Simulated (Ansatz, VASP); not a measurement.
One calculation of Ir, two programs

```xyz
1
Lattice="0.0000 1.9228 1.9228 1.9228 0.0000 1.9228 1.9228 1.9228 0.0000" Properties=species:S:1:pos:R:3 pbc="T T T"
Ir    0.0000    0.0000    0.0000
```

Alike in both runs: task single point; functional r2SCAN; k mesh 14 × 14 × 14; occupations methfessel-paxton of order 1, width 0.03 eV; no spin polarisation.

|  | VASP | Ansatz |
| --- | --- | --- |
| version | VASP 6.6.1 | Ansatz 0.2.0 |
| potentials or method | VASP PAW PBE potentials, release 64 (Ir) | plane waves (500 eV) with PAW, scalar-relativistic |
| plane-wave cutoff (eV) | 520 | 500 |
| valence electrons in the cell | 9 | 17 |

|  | VASP | Ansatz | Ansatz less VASP |
| --- | --- | --- | --- |
| pressure (GPa) | 2.3 | -0.2 | -2.48 |

The two sets of potentials don't hold the same shells in valence.

Caveats: the PAW data sets were made with another functional, which shifts forces and pressure a little (VASP). The runs have no spin-orbit coupling, so splittings on Ir are missing.
